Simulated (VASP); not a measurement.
Re under changes of volume

One of the cells (15.716 Å³/atom); the others are scaled copies at fixed shape and fractional positions:

```
Re
1.0
     0.00000    1.98808    1.98808
     1.98808    0.00000    1.98808
     1.98808    1.98808    0.00000
Re
1
Direct
  0.00000 0.00000 0.00000
```

This isn't the form of Re at room conditions, which is hcp.

- Program: VASP 6.6.1
- Functional: r2SCAN
- Potentials or basis: VASP PAW PBE potentials, release 64 (Re)
- Cutoff: 520 eV
- k mesh: 12 × 12 × 12
- Occupations: fermi-dirac, width 0.05 eV
- Spin: no spin polarisation

| volume (Å³/atom) | energy over the lowest point (meV/atom) | pressure (GPa) |
| --- | --- | --- |
| 14.483 | ? | ? |
| 14.791 | 0.00 | -1.2 |
| 15.099 | 9.31 | -8.7 |
| 15.716 | 68.38 | -21.5 |
| 16.024 | 115.24 | -27.1 |
| 16.332 | 172.00 | -32.0 |

What does the run at 14.483 Å³/atom give?

Energy over the lowest point 6.37 meV/atom; pressure 7.6 GPa.

Worked out: A Birch-Murnaghan fit of order 3 (a polynomial in V^(-2/3)) to the other rows has its minimum at 14.76 Å³/atom, just outside them, with B0 = V·E''(V) = 394 GPa and B' = 4.4. It gives 6.31 meV/atom at 14.483 Å³/atom, against the run's 6.37, and -dE/dV = 7.7 GPa, against 7.6.

Energies are extrapolated to zero smearing.

Caveats: the PAW data sets were made with another functional, which shifts forces and pressure a little (some runs); the cell as given lies far from equilibrium (some runs); the potentials were made for another functional, which shifts forces and pressure (some runs).
